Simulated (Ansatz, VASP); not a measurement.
One calculation of Ta, two programs

INCAR

```
ALGO     = Normal         # electronic algorithm
EDIFF    = 1E-7           # SCF threshold, eV
ENCUT    = 520            # plane-wave cutoff, eV
GGA      = PS             # functional
ISIF     = 2              # what is computed and relaxed
ISMEAR   = -1             # smearing method
LASPH    = True           # aspherical terms in the spheres
LCHARG   = False          # write CHGCAR
LREAL    = False          # projectors in reciprocal space
LWAVE    = False          # write WAVECAR
NBANDS   = 18             # bands
NELM     = 100            # most SCF steps
PREC     = Accurate       # precision mode
SIGMA    = 0.05           # smearing width, eV
```

Contents of KPOINTS:

```
k-points
0
Gamma
  11 11 5
```

The input POSCAR:

```
Ta
1.0
    2.9003720726      0.0000000000      0.0000000000
   -1.4501860363      2.5117958953      0.0000000000
    0.0000000000      0.0000000000      5.1662740000
Ta
2
Direct
    0.3333333333      0.6666666667      0.2500000000
    0.6666666667      0.3333333333      0.7500000000
```

Contents of input.yaml:

```yaml
crystal:
  lattice:
    - [2.9003720726, 0.0, 0.0]
    - [-1.4501860363, 2.5117958953, 0.0]
    - [0.0, 0.0, 5.166274]
  atoms:
    - { symbol: Ta, position: [0.3333333333, 0.6666666667, 0.25] }
    - { symbol: Ta, position: [0.6666666667, 0.3333333333, 0.75] }
hamiltonian:
  xc: pbesol
  pseudopotentials: { kind: paw }
kpoints:
  mp_grid: { grid: [11, 11, 5] }
scf:
  occupations: { method: fermi_dirac, width: 0.05 }
output:
  forces: true
  stress: true
  eigenvalues: true
```

This isn't the form of Ta at room conditions, which is bcc.

Alike in both runs: task single point; functional PBEsol; k mesh 11 × 11 × 5; occupations fermi-dirac, width 0.05 eV; no spin polarisation.

```csv
,VASP,Ansatz
version,VASP 6.6.1,Ansatz 0.2.0
potentials or method,"VASP PAW PBE potentials, release 64 (Ta_pv)",Ansatz PAW
plane-wave cutoff (eV),520,420
valence electrons in the cell,22,26
```

VASP gave:

| Item | Value |
| --- | --- |
| gap on the k mesh at the Fermi level (eV) | none |
| pressure (GPa) | -7.2 |
| largest component of the traceless stress (GPa) | 1.27 |

Problem. What did Ansatz give for the same quantities?

Solution. gap on the k mesh at the Fermi level (eV): none; pressure (GPa): -7.3; largest component of the traceless stress (GPa): 1.27.

A gap of «none» marks a metal or a gap that the smearing closes. The two sets of potentials don't hold the same shells in valence.

Caveats: the PAW data sets were made with another functional, which shifts forces and pressure a little (VASP); the PAW data sets come from PBE, with cores solved anew for the run's functional, which leaves a small shift of forces and pressure (Ansatz). The runs have no spin-orbit coupling, so splittings on Ta are missing.
